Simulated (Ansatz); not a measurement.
# 2H-CrSTe monolayer in a perpendicular field, part 3 of 3

Wanted: the out-of-plane response of the 2H-CrSTe monolayer. A positive field points along +c.

Ansatz 0.2.0; plane-wave DFT, PBE-D3(BJ), Ansatz PAW (set soft_1); PAW set soft_1.

So far. Step 3 (Atoms held, field 0): The gap is 0.35 eV, with the valence edge 5.78 eV and the conduction edge 5.42 eV under the upper vacuum level. Spin-orbit coupling, left out in this run, matters for the bands of elements this heavy. Step 4 (Single point, field 0.1 V/Å): The dipole is -0.0536 e·Å, 0.0282 e·Å from its value without field, and the gap 0.344 eV.

## 5. Atoms held, field -0.1 V/Å

Input file input.yaml:

```yaml
crystal:
  lattice:
    - [3.2359568504, 0.0, 0.0]
    - [-1.6179784252, 2.802420838, 0.0]
    - [0.0, 0.0, 21.1826400077]
  atoms:
    - { symbol: Te, position: [0.3333333333, 0.6666666667, 0.4248762192] }
    - { symbol: Cr, position: [0.0, 0.0, 0.510833666] }
    - { symbol: S, position: [0.3333333333, 0.6666666667, 0.5751237808] }
kpoints:
  mp_grid: { grid: [18, 18, 1] }
  band_path:
    path: [[0, 0, 0], [0.5, 0, 0], [0.33333333, 0.33333333, 0], [0, 0, 0]]
    npoints: 16
hamiltonian:
  xc: pbe
  dispersion: d3bj
  pseudopotentials: { kind: paw, azcp: { folder: soft_1 } }
scf:
  occupations: { method: fermi_dirac, width: 0.02585 }
  convergence: { dr2_threshold: 1.0e-10 }
efield:
  axis: 3
  dipole_correction: true
  ramp_position: 0.9292
  ramp_width: 0.1416
  amplitude: -0.1
output:
  write_potential: true
  write_density: true
  volumetric_format: npy
```

The run is started by

```sh
$ ansatz run input.yaml --threads 2 --pin off --max-ram 3072MiB --backend cpu --events-out ev --progress --plain --runs-dir out
```

Numbers of over 12 decimals in the logs are rounded to 6 here.

The program printed:

```text
[...]
Crystal: 3 atoms, lattice volume = 192.095 Å³
Basis set: ecut = 420 eV, 3827 PW (Γ)
Bands: 22, of which v1, the nominal top of the filled ones, is band 18 counted from 1 (17 counted from 0)
Symmetry: 6 space group operations
[...]
k-points: 37 of 324 (time reversal used)
[...]
--- Band table (eV; the first three rows and the last of 37) ---
  k-point 0: bands = [... 14 lower, -2.3089, -0.8466, -0.8466, 0.0362, 2.3430, 2.3430, 3.6631, 3.7594]
  k-point 1: bands = [... 14 lower, -2.3009, -0.9069, -0.8751, 0.0285, 2.2323, 2.3330, 3.3557, 3.6539]
  k-point 2: bands = [... 14 lower, -2.2838, -1.1035, -0.9456, -0.0173, 1.9900, 2.2795, 2.4983, 3.4067]
  k-point 36: bands = [... 14 lower, -3.6386, -3.4592, -1.7142, -0.4022, 0.4013, 1.2476, 1.5905, 2.9745]
[key lines of the parts left out:]
SCF converged after 14 iterations
Free energy (F): -11261.712441 eV
Fermi energy:    0.227020 eV
Dipole field:    D = -0.103531 V/Å  (p = -0.109907 e·Å, saw-weighted, corrected)
```

Elapsed: 17 s, on 2 threads of Arm Neoverse V1, shared host; peak memory 0.49 GiB.

The dipole is -0.110 e·Å, -0.0281 e·Å from its value without field, and the gap 0.365 eV.

## 6. Response, atoms held

This step: plane-wave DFT, PBE-D3(BJ), Ansatz PAW (set soft_1); response to a field along the normal, atoms held; PAW set soft_1 (Ansatz 0.2.0).

The dipoles give the slope, and the difference of two potentials shows where the field is screened.

Numbers from this step:

```
equivalent conductor thickness p/(ε₀AE) : 5.618 Å
distance between the outer atoms        : 3.183 Å
```

Table of dipole of the cell by applied field:

```
applied field (V/Å)  dipole of the cell (e·Å)
            -0.1000                    -0.110
             0.0000                   -0.0818
             0.1000                   -0.0536
```

Local field over the applied field, running mean. From the potentials at -0.1 and 0.1 V/Å; running mean over 2.5 Å. Table of local field over applied field by z:

```
z (Å)  local field over applied field
  4.5                           0.996
  5.0                           0.990
  5.5                           0.972
  6.0                           0.929
  6.5                           0.839
  7.0                           0.692
  7.5                           0.521
  8.0                           0.348
  8.5                           0.190
  9.0                          0.0818
  9.5                          0.0443
 10.0                          0.0302
 10.5                          0.0248
 11.0                          0.0394
 11.5                          0.0695
 12.0                           0.130
 12.5                           0.255
 13.0                           0.424
 13.5                           0.600
 14.0                           0.766
 14.5                           0.890
 15.0                           0.957
 15.5                           0.984
 16.0                           0.994
 16.5                           0.998
 17.0                           0.999
```

Electrons, planar mean, per unit field. Induced electron density against z:

```
z (Å)  induced electron density (e/Å³ per V/Å)
 4.12                                   6.5e-6
 4.56                                   1.8e-5
 5.00                                   4.6e-5
 5.44                                   1.2e-4
 5.88                                   2.8e-4
 6.33                                   6.4e-4
 6.77                                  0.00138
 7.21                                  0.00258
 7.65                                  0.00354
 8.09                                  0.00239
 8.53                                   4.8e-4
 8.97                                   8.5e-4
 9.41                                   4.3e-4
 9.86                                  -3.6e-4
10.30                                  -9.6e-4
10.89                                   8.2e-4
11.33                                   1.7e-4
11.77                                  -7.1e-4
12.21                                  -8.1e-4
12.65                                 -0.00186
13.09                                 -0.00366
13.53                                 -0.00282
13.97                                 -0.00146
14.42                                  -6.5e-4
14.86                                  -2.7e-4
15.30                                  -1.1e-4
15.74                                  -4.2e-5
16.18                                  -1.6e-5
16.62                                  -6.0e-6
17.06                                  -2.2e-6
```

The smaller of the gaps on the path and on the k-mesh, counted as 0 under 0.03 eV. The gap by applied field:

```
applied field (V/Å)  gap (eV)
            -0.1000     0.365
             0.0000     0.355
             0.1000     0.344
```

By hand: between -0.1 and 0.1 V/Å the dipole changes by 0.05631 e·Å, a slope of 0.2816 e·Å²/V. A perfect conductor of thickness t has p = ε₀AEt, so t = 180.95 × 0.2816 / 9.069 = 5.62 Å (e/ε₀ = 180.95 V·Å, A in Å²).

The induced dipole is that of a conductor 5.62 Å thick.

## 7. What came out

```json
{
  "gap without field": "0.355 eV",
  "ionisation energy, upper face": "5.78 eV",
  "electron affinity, upper face": "5.42 eV",
  "step between the vacuum levels": "1.63 eV",
  "equivalent conductor thickness, atoms held": "5.62 Å"
}
```

The induced dipole equals that of a perfect conductor 5.62 Å thick, while the outer atoms lie 3.18 Å apart; an out-of-plane ε follows only once a thickness t is chosen, by 1 − 1/ε = 5.62 Å / t. The two faces differ: the vacuum level above lies 1.63 eV higher than the one below. The gap goes from 0.35 eV to 0.37 eV at -0.1 V/Å. Semilocal functionals give gaps that are too small, and excitons are not included. The main runs have no spin polarisation; a magnetic state could lie lower and would change these results. Spin-orbit coupling is left out, which matters for the bands of elements this heavy.

[Logs are printed without paths, hosts, clocks, repeated set-up lines and the standing remarks that a program may print on its own settings, such as how far it seeks lower states.]

[Hosts, paths, dates, database ids (printed as entryN), source tags and the programs' standing remarks are cut or masked in the printed files.]

[Maps of the electrostatic potential energy from Ansatz leave out the sawtooth potential of an applied field or a dipole correction, so their vacuum need not be flat; planar profiles and work functions include it.]
